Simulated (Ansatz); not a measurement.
**Stationary points along a deformation path in C**

Method: DFT PBE, scalar-relativistic, plane waves, PAW (Ansatz 0.2.0). Cutoff 420 eV, Γ-centred 12×12×12 k-points, Gaussian smearing of 0.05 eV. No spin polarisation. Energies are free energies at this smearing, counted from the undisturbed cell; pressure is positive in compression.

Reference structure (as given, not relaxed at this level; it stands at 1.8 GPa):

```
C
1.0
     0.00000    1.78340    1.78340
     1.78340    0.00000    1.78340
     1.78340    1.78340    0.00000
C
2
Direct
  0.50000 0.50000 0.50000
  0.75000 0.75000 0.75000
```

At fixed volume and fractional coordinates, lengths along (0.000, 0.000, 1.000) are scaled against those across it; ρ is that ratio over its starting value. V = 5.672 Å³/atom. Δσ is the stress along the axis less the mean stress across it (compression positive).

```csv
ρ,ΔE (meV/atom),Δσ (GPa),space group
0.650,1341.4,189.46,I4_1/amd
0.707,965.5,183.91,I4_1/amd
0.780,556.1,165.49,I4_1/amd
0.850,257.1,125.42,I4_1/amd
0.920,72.0,70.82,I4_1/amd
0.960,17.8,36.38,I4_1/amd
1.000,0.0,0.00,Fd-3m
1.050,27.1,-47.64,I4_1/amd
1.100,106.1,-97.01,I4_1/amd
1.200,407.6,-198.43,I4_1/amd
1.300,877.3,-299.86,I4_1/amd
1.414,1577.1,-393.31,I4_1/amd
1.500,2135.4,-393.71,I4_1/amd
```

**Question.** How does the stress give the slope of the energy, and where is the energy stationary?

**Answer.** Along the path d ln(length) is 2/3 d ln ρ on the axis and −1/3 d ln ρ across it, so dE/d ln ρ = −(2/3) V Δσ: the energy falls with ρ where Δσ is positive. Δσ vanishes or changes sign at ρ = 1.000 (Fd-3m), a minimum at 0.0 meV/atom. Pairs of stationary points between two samples would go unseen, and could change a minimum read from distant neighbours into a maximum. At ρ = 1.000 the cell is cubic, where symmetry alone makes the stress isotropic and the slope zero.

**Question.** Which shear constant sets the curvature at ρ = 1?

**Answer.** For a cubic crystal E/V = (2/3) C (ln ρ)² with C = C′ = (C11 − C12)/2, so Δσ = −2C ln ρ. The parabola of Δσ against ln ρ through ρ = 0.960, 1 and 1.050 gives C ≈ 465 GPa with the ions clamped, rough because the steps are large. It is the stress–strain coefficient at this cell's pressure of 1.8 GPa, not the zero-pressure constant.

**Question.** Integrate that slope from ρ = 1 to 1.200 by the trapezoid rule.

**Answer.** With V/N in Å³ and 1 eV/Å³ = 160.2 GPa the slopes at ρ = 1.000, 1.050, 1.100, 1.200 are 0, 1124, 2290, 4683 meV/atom per unit of ln ρ. The steps add 27.4 + 79.4 + 303.4 = 410.2 meV/atom, against 407.6 from the energies; the trapezoid rule misses the curvature of the slope within each step.

The gap closes along the scan, which can put kinks into the curve.